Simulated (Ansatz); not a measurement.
**Two Ansatz runs on Mg$_{2}$Sn**

The cell is COD entry 1537878, as deposited and not checked against the literature; nothing was relaxed.

First run: DFT, PBE, all-electron LAPW, scalar-relativistic (Ansatz 0.2.0).

Command: `ansatz run input.yaml --threads 1 --pin off --max-ram 3072MiB --backend cpu --events-out ev --progress --plain --runs-dir out` The run took about 35 s on 1 thread of a shared machine.

```yaml
crystal:
  lattice:
    - [0.0, 3.3795, 3.3795]
    - [3.3795, 0.0, 3.3795]
    - [3.3795, 3.3795, 0.0]
  atoms:
    - { symbol: Mg, position: [0.25, 0.25, 0.25] }
    - { symbol: Mg, position: [0.75, 0.75, 0.75] }
    - { symbol: Sn, position: [0.0, 0.0, 0.0] }
kpoints:
  mp_grid: { grid: [11, 11, 11] }
  band_path:
    path:
      - [0.0, 0.0, 0.0]
      - [0.5, 0.0, 0.5]
      - [0.625, 0.25, 0.625]
      - [0.375, 0.375, 0.75]
      - [0.0, 0.0, 0.0]
      - [0.5, 0.5, 0.5]
      - [0.5, 0.25, 0.75]
      - [0.5, 0.0, 0.5]
    npoints: 14
scf:
  occupations: { method: fermi_dirac, width: 0.08 }
hamiltonian:
  xc: pbe
  pseudopotentials: { kind: all_electron, lapw: { basis_error: 0.0005 } }
output:
  forces: true
  stress: true
  eigenvalues: true
  populations: true
  dos: { projected: true, de: 0.2, e_range: [-14, 8] }
```

Result: converged; pressure 1.09 GPa; no gap on the k mesh; 7 SCF iterations.

No spin–orbit coupling, which matters for the heavy atoms here.

A second run of a changed input logged this at its end:

```
       -6.861085       0.000000       0.000000
        0.000000      -6.861085       0.000000
        0.000000       0.000000      -6.861085
  P = ⅓ Tr σ = -6.8611 GPa (-68.611 kbar)
--- Band table (eV; the first three rows and the last of 56) ---
  k-point 0: bands = ["-118.8052", "-74.5850", "-74.5850", "-74.5850", "-69.8613", "-69.8602", "-36.6115", "-36.6115", "-36.6115", "-36.6102", "-36.6102", "-36.6102", "-10.9063", "-10.9063", "-10.9063", "-10.8549", "-10.8549", "-0.5582", "0.4362", "0.4362", "0.4362", "10.0479", "10.1307", "10.1307", "10.1307", "11.7375"]
  k-point 1: bands = ["-118.8053", "-74.5849", "-74.5849", "-74.5848", "-69.8739", "-69.8603", "-36.6150", "-36.6131", "-36.6131", "-36.6093", "-36.6093", "-36.6076", "-10.9066", "-10.9060", "-10.9060", "-10.8549", "-10.8549", "-1.0194", "0.3631", "0.3631", "0.6394", "9.8637", "10.2668", "10.2668", "10.3558", "12.2757"]
  k-point 2: bands = ["-118.8054", "-74.5849", "-74.5849", "-74.5846", "-69.9047", "-69.8604", "-36.6187", "-36.6157", "-36.6157", "-36.6086", "-36.6086", "-36.6060", "-10.9071", "-10.9052", "-10.9052", "-10.8547", "-10.8547", "-1.7771", "0.1790", "0.1790", "0.8493", "9.4804", "10.5291", "10.5291", "11.0385", "12.3355"]
  k-point 55: bands = ["-118.8052", "-74.5845", "-74.5845", "-74.5844", "-69.9512", "-69.9310", "-36.6417", "-36.6240", "-36.6188", "-36.6124", "-36.6044", "-36.6041", "-10.9054", "-10.9035", "-10.8975", "-10.8604", "-10.8526", "-2.2968", "-1.7967", "-1.6373", "1.6274", "9.2695", "10.2639", "10.6398", "11.6122", "14.8485"]
Occupation matrices written to <dir>
--- Löwdin populations: 3 sites ---
  site symbol       q [e]
     0     Mg     10.3861
     1     Mg     10.3861
     2     Sn     53.0352
  spilling = 0.002602 (of n_electrons = 74.000000)
```

Question: What was wrong with the input?

Answer: An enormous or negative U, by this change (others could give a like log):
```diff
@@ -23,7 +23,9 @@
 scf:
   occupations: { method: fermi_dirac, width: 0.08 }
+  max_iter: 100
 hamiltonian:
   xc: pbe
   pseudopotentials: { kind: all_electron, lapw: { basis_error: 0.0005 } }
+  hubbard: { sites: [{ species: Sn, l: p, u_eff: 20.0 }] }
 output:
   forces: true
@@ -31,4 +33,3 @@
   eigenvalues: true
   populations: true
-  dos: { projected: true, de: 0.2, e_range: [-14, 8] }
```
